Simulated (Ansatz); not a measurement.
The system is FeGe2.

```
Ge Fe
1.0
    -2.95956    2.95956    2.45140
     2.95956   -2.95956    2.45140
     2.95956    2.95956   -2.45140
Ge Fe
4 2
Direct
  0.84511 0.34511 0.19021
  0.65489 0.84511 0.50000
  0.34511 0.15489 0.50000
  0.15489 0.65489 0.80979
  0.25000 0.25000 0.00000
  0.75000 0.75000 0.00000
```

The cell is a database's computed one.

Program: Ansatz 0.2.0. Alike in all runs: task band structure; potentials or basis Ansatz PAW; spin collinear, ferromagnetic start; cell as given; k mesh 7 × 7 × 7; smearing fermi-dirac 0.05 eV.

Order these runs on this cell by their pressure, lowest first.
A. level LDA; cutoff (eV) 420
B. level r2SCAN; cutoff (eV) 500
C. level PBEsol; cutoff (eV) 420

A (-9.6 GPa), C (-5.4 GPa), B (0.6 GPa).

Caveats: the PAW data sets come from PBE, with cores solved anew for the run's functional, which leaves a small shift of forces and pressure; the magnetic or orbital state may not be the lowest (some runs).

Not every run made on this cell is shown here.
